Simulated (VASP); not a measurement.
Wanted: the native input for a VASP 6.6.1 run.

| Quantity | Value |
| --- | --- |
| Task | single point |
| Functional | PBE |
| Potentials or basis | VASP PAW PBE potentials, release 64 (Ta_pv, N) |
| Cutoff | 520 eV |
| k mesh | 6 × 6 × 4 |
| Occupations | gaussian, width 0.1 eV |
| Spin | no spin polarisation |
| Dipole correction | no |
| Further INCAR settings | ALGO = Fast; EDIFF = 1e-06; NBANDS = 24 |

The structure of TaN lies in POSCAR:

```
TaN
1.0
    3.0500010905      0.0000000000      0.0000000000
   -1.5250005453      2.6413784260      0.0000000000
    0.0000000000      0.0000000000      4.9400000000
Ta N
2 2
Direct
    0.3333333333      0.6666666667      0.0000000000
    0.6666666667      0.3333333333      0.5000000000
    0.3333333333      0.6666666667      0.3850000000
    0.6666666667      0.3333333333      0.8850000000
```

One way to write it, as run:

INCAR

```
SYSTEM = TaN
ALGO = Fast
EDIFF = 1E-6
ENCUT = 520
GGA = PE
ISIF = 2
ISMEAR = 0
LASPH = .True.
LCHARG = .False.
LREAL = .False.
LWAVE = .False.
NBANDS = 24
NELM = 80
PREC = Accurate
SIGMA = 0.1
```

KPOINTS

```
k-points
0
Gamma
  6 6 4
  0 0 0
```

Potentials or basis: VASP PAW PBE potentials, release 64 (Ta_pv, N).

Run with:

```bash
$ cat potpaw_PBE.64/Ta_pv/POTCAR potpaw_PBE.64/N/POTCAR > POTCAR
$ mpirun -np 1 vasp_std > vasp.out
```

It gave:

```json
{
 "Pressure": "140.9 GPa",
 "Largest force": "2.278 eV/Å",
 "Band gap on the k mesh": "none (metal or under the smearing width)"
}
```

Caveat: the k mesh is coarse (spacing up to 0.40 Å⁻¹), so the values aren't converged; a pressure of tens of GPa on the cell as given is suspect, and the run, the potentials or the cell itself is likely at fault; forces of over 1 eV/Å show positions far from the minimum, so gaps and moduli don't describe the material at rest.

Run time: 30 s on 1 thread of Intel(R) Xeon(R) Platinum 8259CL CPU @ 2.50GHz (Skylake/Cascade Lake), with other jobs on the host, peak memory 0.16 GiB.
